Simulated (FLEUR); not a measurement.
# ZnS (Wurtzite-2H) (P6_3mc) in FLEUR: single point with PBE

Aim: the single point of ZnS (Wurtzite-2H) with PBE.

All numbers are computed with FLEUR MaX-R8.1 (later development tree); they aren't measurements. Logs are shortened: lines on timing, memory, paths and dates and some standing lists are left out, and cuts for length are marked.

**Experimental background.**

From a printed reference work, monograph, for a bulk crystal of ZnS at 4 K: band gap 3.911 eV (direct).

How close the calculation comes is told below.

## (1) Starting point

The structure is hexagonal, space group P6_3mc (No. 186). Conventional cell: a = 3.811 Å, b = 3.811 Å, c = 6.234 Å, α = 90.00°, β = 90.00°, γ = 120.00°. Zn (site symmetry 3m) has 4 S at 2.31 to 2.40 Å as nearest neighbours. S (site symmetry 3m) is surrounded by 4 Zn at 2.31 to 2.40 Å.

## (2) Single point, PBE

Contents of inp.xml:

```xml
<?xml version="1.0" encoding="UTF-8" standalone="no"?>
<fleurInput fleurInputVersion="0.39">
   <comment>
      ZnS                                                                                                 
   </comment>
   <calculationSetup>
      <cutoffs Kmax="4.51" Gmax="14.0" GmaxXC="14.0" numbands="0"/>
      <scfLoop itmax="60" minDistance="0.00001" maxIterBroyd="15" imix="Anderson" alpha="0.05" precondParam="0.0" spinf="2.0" sdNocoIR="T"/>
      <coreElectrons ctail="T" frcor="F" kcrel="0" coretail_lmax="0"/>
      <xcFunctional name="pbe" relativisticCorrections="F"/>
      <magnetism jspins="1"/>
      <soc l_soc="F" theta="0.0" phi="0.0" spav="F"/>
      <expertModes spex="0" secvar="F"/>
      <geometryOptimization l_f="T" forcealpha="1.0" forcemix="BFGS" epsdisp="0.0005" epsforce="0.0002"/>
      <ldaU l_linMix="F" mixParam="0.05" spinf="1.0"/>
   </calculationSetup>
   <cell>
      <bzIntegration valenceElectrons="52.0" mode="hist" fermiSmearingEnergy="0.00183747">
         <kPointListSelection listName="default-1"/>
         <!-- k-points included here -->
         <xi:include xmlns:xi="http://www.w3.org/2001/XInclude" href="kpts.xml"> </xi:include>
      </bzIntegration>
      <!-- symmetry operations included here -->
      <xi:include xmlns:xi="http://www.w3.org/2001/XInclude" href="sym.xml"> </xi:include>
      <bulkLattice scale="1.0">
         <bravaisMatrix>
            <row-1>    7.2017462608505998     0.0000000000000000     0.0000000000000000</row-1>
            <row-2>   -3.6008731304252999     6.2368952134637015     0.0000000000000000</row-2>
            <row-3>    0.0000000000000000     0.0000000000000000    11.7805526607563991</row-3>
         </bravaisMatrix>
      </bulkLattice>
   </cell>
   <atomSpecies>
      <species name="Zinc (Zn)" element="Zn" atomicNumber="30">
         <mtSphere radius="2.09" gridPoints="711" logIncrement="0.017"/>
         <atomicCutoffs lmax="9" lnonsphr="7"/>
         <electronConfig flipSpins="F">
            <coreConfig>(1s1/2) (2s1/2) (2p1/2) (2p3/2)</coreConfig>
            <valenceConfig>(3s1/2) (3p1/2) (3p3/2) (4s1/2) (3d3/2) (3d5/2)</valenceConfig>
         </electronConfig>
         <energyParameters s="4" p="4" d="3" f="4"/>
         <lo type="SCLO" l="0" n="3" eDeriv="0"/>
         <lo type="SCLO" l="1" n="3" eDeriv="0"/>
         <lo type="SCLO" l="1" n="3" eDeriv="1"/>
         <lo type="HELO" l="2" n="4" eDeriv="0"/>
         <lo type="HELO" l="2" n="4" eDeriv="1"/>
         <lo type="SCLO" l="3" n="4" eDeriv="2"/>
      </species>
      <species name="Sulfur (S)" element="S" atomicNumber="16">
         <mtSphere radius="1.84" gridPoints="629" logIncrement="0.018"/>
         <atomicCutoffs lmax="8" lnonsphr="6"/>
         <electronConfig flipSpins="F">
            <coreConfig>(1s1/2) (2s1/2) (2p1/2) (2p3/2)</coreConfig>
            <valenceConfig>(3s1/2) (3p1/2) (3p3/2)</valenceConfig>
            <stateOccupation state="(3p1/2)" spinUp="0.666667" spinDown="0.666667"/>
            <stateOccupation state="(3p3/2)" spinUp="1.333333" spinDown="1.333333"/>
         </electronConfig>
         <energyParameters s="3" p="3" d="3" f="4"/>
         <lo type="SCLO" l="0" n="3" eDeriv="2"/>
         <lo type="SCLO" l="1" n="3" eDeriv="2"/>
         <lo type="SCLO" l="2" n="3" eDeriv="2"/>
         <lo type="SCLO" l="3" n="4" eDeriv="2"/>
      </species>
   </atomSpecies>
   <atomGroups>
      <atomGroup species="Zinc (Zn)">
         <relPos label="                   1">-1.000/3.000 1.000/3.000 1.000/2.000</relPos>
         <relPos label="                   2">1.000/3.000 -1.000/3.000 .0000000000</relPos>
         <force calculate="T" relaxXYZ="TTT"/>
      </atomGroup>
      <atomGroup species="Sulfur (S)">
         <relPos label="                   3">-1.000/3.000 1.000/3.000 -.1150000000</relPos>
         <relPos label="                   4">1.000/3.000 -1.000/3.000 .3850000000</relPos>
         <force calculate="T" relaxXYZ="TTT"/>
      </atomGroup>
   </atomGroups>
   <output dos="F" band="F" slice="F">
      <checks vchk="F" cdinf="F"/>
      <bandDOS minEnergy="-.5*Htr" maxEnergy="0.5*Htr" sigma="0.015" storeEVData="T"/>
      <vacuumDOS vacdos="F" integ="F" star="F" nstars="0" locx1="0.0" locy1="0.0" locx2="0.0" locy2="0.0" nstm="0" tworkf="0.0"/>
      <unfoldingBand unfoldBand="F" supercellX="1" supercellY="1" supercellZ="1"/>
      <plotting iplot="0" polar="F">
         <plot TwoD="T" vec1="  1.0  0.0  0.0" vec2="  0.0  1.0  0.0" vec3="  0.0  0.0  1.0" zero="  0.0  0.0  0.0" file="plot"/>
      </plotting>
      <chargeDensitySlicing numkpt="0" minEigenval="0.0" maxEigenval="0.0" nnne="0" pallst="F"/>
      <specialOutput eonly="F"/>
      <moessbauerParams electricFieldGradient="T" isomerShift="T" coreHyperfine="T" valenceHyperfine="T"/>
      <magneticCircularDichroism mcd="F" energyLo="-10.0" energyUp="0.0"/>
   </output>
  <!-- We include the file relax.xml here to enable relaxations (see documentation) -->
  <xi:include xmlns:xi="http://www.w3.org/2001/XInclude" href="relax.xml"> <xi:fallback/> </xi:include>
</fleurInput>
```

Contents of crystal.txt:

```
ZnS
&input cartesian=F /
3.8110000000  0.0000000000  0.0000000000
-1.9055000000  3.3004228138  0.0000000000
0.0000000000  0.0000000000  6.2340000000
1.8897261246
1.0 1.0 1.0

4
30 0.6666666667  0.3333333333  0.5000000000
30 0.3333333333  0.6666666667  0.0000000000
16 0.6666666667  0.3333333333  0.8850000000
16 0.3333333333  0.6666666667  0.3850000000

&kpt div1=8 div2=8 div3=5 gamma=T /
```

Potentials or basis: all-electron, FLAPW.

On the command line:

```console
inpgen -f crystal.txt -profile fastHighL
# inp.xml edited to the form shown
fleur_MPI
```

The program printed:

```text
Welcome to FLEUR        (www.flapw.de)
      MaX-Release 8.1          (www.max-centre.eu)

 ========== k-point set info ==========
 Selected k-point list: default-1
 k-point list type: mesh
 8 x 8 x 5
 Number of k points: 30

 ------------Calculation Setup---------------------------
 Number of MPI-tasks      :            1
 Number of PE/node        :            1
 Number of OMP-threads    :            1
 Most efficient MPI parallelization for:
           1           2           3           5           6          10          15          30
 Additional eigenvalue parallelization possible
 Number of basis functions:         1006
 Approximate size of matrices (H+S) per k-point:         0.030 GB
 --------------------------------------------------------
 Iteration:     1   Distance:       9.10153253 me/bohr^3
 Iteration:     2   Distance:       7.93348933 me/bohr^3
 Iteration:     3   Distance:       4.70173674 me/bohr^3
 Iteration:     4   Distance:       2.52701907 me/bohr^3
 Iteration:     5   Distance:       2.36282257 me/bohr^3
 Iteration:     6   Distance:       0.38832329 me/bohr^3
 Iteration:     7   Distance:       0.35406958 me/bohr^3
 Iteration:     8   Distance:       0.03529052 me/bohr^3
 Iteration:     9   Distance:       0.03128889 me/bohr^3
 Iteration:    10   Distance:       0.00412445 me/bohr^3
 Iteration:    11   Distance:       0.00159246 me/bohr^3
 Iteration:    12   Distance:       0.00096890 me/bohr^3
 Iteration:    13   Distance:       0.00017259 me/bohr^3
 Iteration:    14   Distance:       0.00009141 me/bohr^3
 Iteration:    15   Distance:       0.00003683 me/bohr^3
 Iteration:    16   Distance:       0.00003319 me/bohr^3
 Iteration:    17   Distance:       0.00001969 me/bohr^3
 Iteration:    18   Distance:       0.00000395 me/bohr^3
 Reset of history

 ********************************************************************
 Run finished successfully
 Stop message:
   Structural relaxation: new displacements generated
 ********************************************************************
```

Wall time 8.6 min (1 thread of Arm Neoverse V1, shared host); peak memory 0.11 GiB.

What came out:

| Quantity | Value |
| --- | --- |
| Free energy | -119478.2513 eV |
| Largest force | 0.320 eV/Å |
| Band gap on the k mesh | 2.25 eV, direct |
| Valence electrons inside the program's atomic spheres | Zn 18.32; S 3.38 (radii Zn 2.09, S 1.84 bohr) |

Forces on the atoms (eV/Å):
```
Zn   0.000  0.000  0.320
Zn   0.000  0.000  0.320
S    0.000  0.000 -0.320
S    0.000  0.000 -0.320
```

Core levels (eV from the Fermi level):
```csv
atom,levels
1 Zn,"1s1/2 -9519.0, 2s1/2 -1153.6, 2p1/2 -1015.4, 2p3/2 -991.5"
2 Zn,"1s1/2 -9519.0, 2s1/2 -1153.6, 2p1/2 -1015.4, 2p3/2 -991.5"
3 S,"1s1/2 -2398.5, 2s1/2 -204.7, 2p1/2 -150.3, 2p3/2 -149.0"
4 S,"1s1/2 -2398.5, 2s1/2 -204.7, 2p1/2 -150.3, 2p3/2 -149.0"
```

## (3) Comparison with measurements

Step 2. Measured gap of ZnS: 3.911 eV (direct; 4 K; a printed reference work, monograph). This calculation gives 2.25 eV (-1.66 eV). The value is that of PBE, without temperature or zero-point motion. Semilocal functionals fall short of measured gaps as a rule.
